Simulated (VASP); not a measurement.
BN: Born charges and dielectric tensor with PBE

BN:

```
N B
1.0
     2.49824    0.00000    0.00000
    -1.24912    2.16354    0.00000
     0.00000    0.00000    6.63570
N B
2 2
Direct
  0.66667 0.33333 0.25000
  0.33333 0.66667 0.75000
  0.66667 0.33333 0.75000
  0.33333 0.66667 0.25000
```

```json
{
  "Program": "VASP 6.6.1",
  "Task": "Born charges and dielectric tensor",
  "Functional": "PBE",
  "Potentials or basis": "VASP PAW PBE potentials, release 64 (N, B)",
  "Cutoff": "520 eV",
  "k mesh": "12 × 12 × 4",
  "Occupations": "gaussian, width 0.02 eV",
  "Spin": "no spin polarisation",
  "Further INCAR settings": "ALGO = Fast; EDIFF = 1e-08; IBRION = 8"
}
```

The band gap on the k mesh is 4.29 eV, indirect (least direct gap 4.66 eV) and the electronic dielectric tensor (diagonal) is 4.75, 4.75, 2.69. The born charges (mean of the diagonal) is N -2.05; B +2.05 e and the highest phonon frequency at Γ, LO-TO splitting left out is 1370 cm⁻¹.

Levels at points of the mesh, in eV from the valence-band top:
| k point | band 4 | band 5 | band 6 | band 7 | band 8 | band 9 | band 10 | band 11 | band 12 |
| --- | --- | --- | --- | --- | --- | --- | --- | --- | --- |
| (0.00, 0.00, 0.00) | -4.12 | -1.32 | -1.32 | -1.29 | -1.29 | 5.27 | 10.35 | 11.61 | 11.61 |
| (0.50, 0.00, 0.00) | -8.86 | -4.15 | -4.09 | -1.45 | -0.43 | 4.29 | 5.66 | 9.60 | 10.03 |
| (0.00, 0.00, 0.50) | -5.31 | -1.30 | -1.30 | -1.30 | -1.30 | 7.64 | 7.64 | 11.67 | 11.67 |
| (0.50, 0.00, 0.50) | -8.90 | -4.12 | -4.12 | -0.92 | -0.92 | 4.75 | 4.75 | 9.99 | 9.99 |

Phonon frequencies in cm⁻¹ (negative: imaginary):
| q point | frequencies |
| --- | --- |
| (0.000, 0.000, 0.000) | 0 0 0 45 45 122 743 795 1370 1370 1370 1370 |

Electronic dielectric tensor:
```
4.75 0.00 0.00
0.00 4.75 0.00
0.00 0.00 2.69
```

Born effective charge tensors (e):
atom 1, N
```
-2.71  0.00  0.00
 0.00 -2.71  0.00
 0.00  0.00 -0.75
```
atom 2, N
```
-2.71  0.00  0.00
 0.00 -2.71  0.00
 0.00  0.00 -0.75
```
atom 3, B
```
2.71 0.00 0.00
0.00 2.71 0.00
0.00 0.00 0.75
```
atom 4, B
```
2.71 0.00 0.00
0.00 2.71 0.00
0.00 0.00 0.75
```

Wall time 6.6 min on 1 thread of Intel(R) Xeon(R) Platinum 8488C (Sapphire Rapids), on a shared host, peak memory 0.37 GiB.

 A k mesh can miss the band edges.
